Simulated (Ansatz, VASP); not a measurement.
Two plane-wave programs on Bi

```xyz
1
Lattice="-1.9564 1.9564 1.9564 1.9564 -1.9564 1.9564 1.9564 1.9564 -1.9564" Properties=species:S:1:pos:R:3 pbc="T T T"
Bi    0.0000    0.0000    0.0000
```

Alike in both runs: functional PBEsol; k mesh 16 × 16 × 16; occupations gaussian, width 0.1 eV; no spin polarisation.

Ansatz relaxed the structure, and its values are those at the end. VASP's run is a single point on that final structure, the one shown.

|  | VASP | Ansatz |
| --- | --- | --- |
| version | VASP 6.6.1 | Ansatz 0.2.0 |
| potentials or method | VASP PAW PBE potentials, release 64 (Bi_d) | scalar-relativistic, plane waves, PAW |
| plane-wave cutoff (eV) | 520 | 420 |
| valence electrons in the cell | 15 | 15 |

Ansatz gave:

```
gap on the k mesh at the Fermi level (eV) : none
pressure (GPa)                            : 0.0
```

Q: Estimate VASP's values.

A: gap on the k mesh at the Fermi level (eV): none; pressure (GPa): -0.1.

A gap of «none» marks a metal or a gap that the smearing closes.

Caveats: the PAW data sets were made with another functional, which shifts forces and pressure a little (VASP); spin-orbit coupling is left out, which moves the levels of the heavy elements.
